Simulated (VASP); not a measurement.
## InSb (strained zincblende), r²SCAN single-point calculation: Ansatz's output and VASP's

```
In Sb
1.0
     0.00000    3.37790    3.17185
     3.37790    0.00000    3.17185
     3.37790    3.37790    0.00000
In Sb
1 1
Direct
  0.00000 0.00000 0.00000
  0.25000 0.25000 0.25000
```

Ansatz printed

```
SCF 1 converged in 6 iterations: F = -12111.400284 eV  dr2 = 8.00e-9
  greatest PAW one-centre occupation: 0.993 electrons in one spin orbital (limit 2), on the Sb atom at site 1 (counted from 0), in its partial waves of l = 2
NSCF: frozen V_eff on 7 k-points
SCF converged after 6 iterations
Free energy (F): -12111.400284 eV
Harris-Foulkes:  -12111.400284 eV  (|F-HF|=4.61e-9)
Internal energy: -12111.400281 eV  (E = F + TS)
E sigma→0 (E₀):  -12111.400282 eV
Entropy (-TS):   -0.000004 eV (-0.002 meV/atom)
Fermi energy:    6.472109 eV
--- Per-component energies (eV) ---
  E_band       = -297.192077
  E_kinetic    = 448.198787
  E_local      = -3278.573894  (includes V_loc(G=0)·N_el)
  E_nonlocal   = 731.291902
  E_hartree    = 1408.789642
  E_xc         = -327.247827
  E_vxc        = -208.114167  (∫ρ·V_xc dr)
  E_paw        = -8787.593096  (= ΣΔE_a)
  E_vpaw       = -821.928908  (= ΣTr[D̂ρ^β])
  E_aug_tail   = 0.000007  (compensation charges beyond the density's cutoff)
  E_vtau       = 14.351778  (kinetic-family band-sum trace: ∫τ·v_τ [+ j·A + Jᵃ·Aᵃ] dr)
  E_ewald      = -2307.737384
  E_core_change = 1.471583  (= ΣΔE_core)
  E_smearing   = -0.000004  (= −TS)
  E_closure    = 0.000000  (closes the sum)
  Σ components = -12111.400284   (vs F -12111.400284, Δ=0.00e0)
--- Forces (eV/Å), atoms counted from 1 ---
  atom   1  In    -0.00000000     0.00000000    -0.00000000
  atom   2  Sb     0.00000000     0.00000000     0.00000000
  max |Σ_I F_I| component: 1.11e-16 eV/Å
--- Stress (GPa, compression-positive) ---
       -1.621328      -0.000000       0.000000
       -0.000000      -1.621328      -0.000000
        0.000000      -0.000000       0.013971
  P = ⅓ Tr σ = -1.0762 GPa (-10.762 kbar)
--- Band table (eV; the first three rows and the last of 30) ---
  k-point 0: bands = ["-22.7501", "-22.7458", "-22.7458", "-22.7324", "-22.7286", "-8.6007", "-8.6007", "-8.5876", "-8.5269", "-8.5146", "-4.2902", "6.2587", "6.3242", "6.3242", "6.6049", "9.5704", "9.7239", "9.7239"]
  k-point 1: bands = ["-22.7500", "-22.7457", "-22.7455", "-22.7322", "-22.7286", "-8.6074", "-8.5958", "-8.5861", "-8.5275", "-8.5144", "-4.0508", "4.0054", "5.9881", "6.2348", "7.5123", "9.9692", "10.1266", "10.4586"]
  k-point 2: bands = ["-22.7499", "-22.7454", "-22.7450", "-22.7318", "-22.7285", "-8.6255", "-8.5872", "-8.5791", "-8.5277", "-8.5128", "-3.4383", "1.9126", "5.4881", "5.8245", "7.2651", "10.4146", "10.6038", "12.4578"]
  k-point 29: bands = ["-22.7514", "-22.7435", "-22.7435", "-22.7305", "-22.7293", "-8.6641", "-8.5604", "-8.5604", "-8.5464", "-8.5053", "-2.3265", "0.8219", "4.0766", "4.0766", "7.6921", "7.9094", "14.8163", "14.8163"]
```

The two codes use different PAW datasets and cutoffs. VASP's cell holds 18 valence electrons and Ansatz's 28. Ansatz's stress includes a Pulay correction; VASP's doesn't.

What does VASP give for the same cell and level of theory?

gap between bands v and c 0.04 eV; least direct gap 0.15 eV; pressure -1.1 GPa.

From OUTCAR

```
k-points           NKPTS =     30   k-points in BZ     NKDIM =     30   number of bands    NBANDS=     16

   NELECT =      18.0000    total number of electrons

   dimension x,y,z NGX =    36 NGY =   36 NGZ =   36
   dimension x,y,z NGXF=    72 NGYF=   72 NGZF=   72

  energy-cutoff  :      520.00
  volume of cell :       72.38
      direct lattice vectors                 reciprocal lattice vectors
     0.000000000  3.377898408  3.171851559    -0.148021030  0.148021030  0.157636633
     3.377898408  0.000000000  3.171851559     0.148021030 -0.148021030  0.157636633
     3.377898408  3.377898408  0.000000000     0.148021030  0.148021030 -0.157636633

 k-points in reciprocal lattice and weights: KPOINTS created by Atomic Simulation Env
   0.00000000  0.00000000  0.00000000       0.005
   0.16666667 -0.00000000  0.00000000       0.037
   0.33333333 -0.00000000  0.00000000       0.037
   0.50000000  0.00000000  0.00000000       0.019
   0.16666667  0.16666667  0.00000000       0.009
   0.33333333  0.16666667  0.00000000       0.037
   0.50000000  0.16666667  0.00000000       0.037
  -0.33333333  0.16666667  0.00000000       0.037
   ...

 E-fermi :   4.3335

 k-point     1 :       0.0000    0.0000    0.0000
  band No.  band energies     occupation
      1     -10.7031      2.00000
      2     -10.7031      2.00000
      3     -10.6905      2.00000
      4     -10.6230      2.00000
      5     -10.6099      2.00000
      6      -6.4350      2.00000
      7       4.1170      1.99996
      8       4.1854      1.99878
      9       4.1854      1.99878
     10       4.4665      0.00258
     11       7.4196      0.00000
     12       7.5742      0.00000
     13       7.5742      0.00000
     14      10.3931      0.00000
     15      12.4167      0.00000
     16      13.1634      0.00000

 k-point     2 :       0.1667   -0.0000    0.0000
  band No.  band energies     occupation
      1     -10.7099      2.00000
      2     -10.6983      2.00000
      3     -10.6891      2.00000
      4     -10.6236      2.00000
      5     -10.6096      2.00000
      6      -6.1953      2.00000
      7       1.8614      2.00000
      8       3.8478      2.00000
      9       4.0949      1.99999
     10       5.3697      0.00000
     11       7.8198      0.00000
     12       7.9769      0.00000
     13       8.3105      0.00000
     14      11.4361      0.00000
     15      11.7405      0.00000
     16      12.1835      0.00000

 k-point     3 :       0.3333   -0.0000    0.0000
  band No.  band energies     occupation
      1     -10.7283      2.00000
      2     -10.6897      2.00000
      3     -10.6820      2.00000
      4     -10.6238      2.00000
      5     -10.6077      2.00000
      6      -5.5818      2.00000
      7      -0.2357      2.00000
      8       3.3463      2.00000
      9       3.6831      2.00000
     10       5.1200      0.00000
     11       8.2637      0.00000
     12       8.4524      0.00000
     13      10.3112      0.00000
     14      11.3773      0.00000
     15      12.4352      0.00000
     16      12.4562      0.00000

 k-point     4 :       0.5000    0.0000    0.0000
  band No.  band energies     occupation
      1     -10.7378      2.00000
      2     -10.6860      2.00000
      3     -10.6786      2.00000
      4     -10.6234      2.00000
      5     -10.6061      2.00000
      6      -5.1436      2.00000
      7      -1.1954      2.00000
      8       3.1438      2.00000
      9       3.5189      2.00000
     10       4.9545      0.00000
     11       8.2267      0.00000
     12       8.5581      0.00000
     13      10.7923      0.00000
     14      12.6873      0.00000
     15      13.5925      0.00000
     16      14.0861      0.00000

 k-point     5 :       0.1667    0.1667    0.0000
  band No.  band energies     occupation
      1     -10.7108      2.00000
      2     -10.6935      2.00000
      3     -10.6935      2.00000
      4     -10.6273      2.00000
      5     -10.6072      2.00000
      6      -6.0925      2.00000
      7       1.9027      2.00000
      8       3.3579      2.00000
      9       3.3579      2.00000
     10       6.0709      0.00000
     11       6.9444      0.00000
     12       8.7658      0.00000
     13       8.7658      0.00000
     14      11.1705      0.00000
     15      12.2134      0.00000
     16      12.7430      0.00000

 k-point     6 :       0.3333    0.1667    0.0000
  band No.  band energies     occupation
      1     -10.7310      2.00000
      2     -10.6843      2.00000
      3     -10.6833      2.00000
      4     -10.6300      2.00000
      5     -10.6049      2.00000
      6      -5.5750      2.00000
      7       0.2310      2.00000
      8       2.8222      2.00000
      9       2.8651      2.00000
     10       6.1714      0.00000
     11       7.3090      0.00000
     12       9.3354      0.00000
     13       9.3435      0.00000
     14      11.8346      0.00000
     15      13.0717      0.00000
     16      13.2672      0.00000

 ...

  Total       -0.7266050     -0.7266050      0.0130483      0.0000000      0.0000000      0.0000000
  in kB      -16.0832182    -16.0832182      0.2888217      0.0000000      0.0000000      0.0000000
  external PRESSURE =     -10.6258716 kB  Pullay stress =       0.0000000 kB

 POSITION                                       TOTAL-FORCE (eV/Angst)
 -----------------------------------------------------------------------------------
      0.00000      0.00000      0.00000        -0.000000     -0.000000      0.000000
      1.68895      1.68895      1.58593         0.000000      0.000000     -0.000000
 -----------------------------------------------------------------------------------
    total drift:                                0.000004      0.000004     -0.000011

  FREE ENERGIE OF THE ION-ELECTRON SYSTEM (eV)
  ---------------------------------------------------
  free  energy   TOTEN  =       -48.7272201481 eV

  energy  without entropy=      -48.7272162534  energy(sigma->0) =      -48.72721820
```
